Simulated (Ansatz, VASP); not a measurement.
**Ir: VASP beside Ansatz**

```
CELL_PARAMETERS angstrom
0.00000 1.91970 1.86211
1.91970 0.00000 1.86211
1.91970 1.91970 0.00000
ATOMIC_POSITIONS crystal
Ir 0.00000 0.00000 0.00000
```

Change from the starting cell: zz strain of -3 %, crystal datasets.

Alike in both runs: task electric field gradients; functional PBE; k mesh 15 × 15 × 15; occupations fermi-dirac, width 0.05 eV; no spin polarisation.

|  | VASP | Ansatz |
| --- | --- | --- |
| version | VASP 6.6.1 | Ansatz 0.2.0 |
| potentials or method | VASP PAW PBE potentials, release 64 (Ir), cutoff 520 eV | all-electron PAW with datasets made for the crystal, scalar-relativistic |

VASP gave:

| Item | Value |
| --- | --- |
| pressure (GPa) | 22.8 |
| largest component of the traceless stress (GPa) | 8.33 |
| Vzz of the field gradient on the site that differs most (V/Å²) | -21.4 |

**Question.** What did Ansatz give for the same quantities?

**Answer.** Pressure (GPa): 21.9; largest component of the traceless stress (GPa): 8.37; Vzz of the field gradient on the site that differs most (V/Å²): -22.5.

Ansatz ran all-electron here, so the differences hold the error of VASP's frozen core and of both bases. Ansatz warned: «gradients_without_spin_orbit».

Caveats: so large a pressure means that the cell lies far from this level's equilibrium, or that cutoff or potentials fall short (VASP). Spin-orbit coupling is left out, which matters for the levels of Ir.
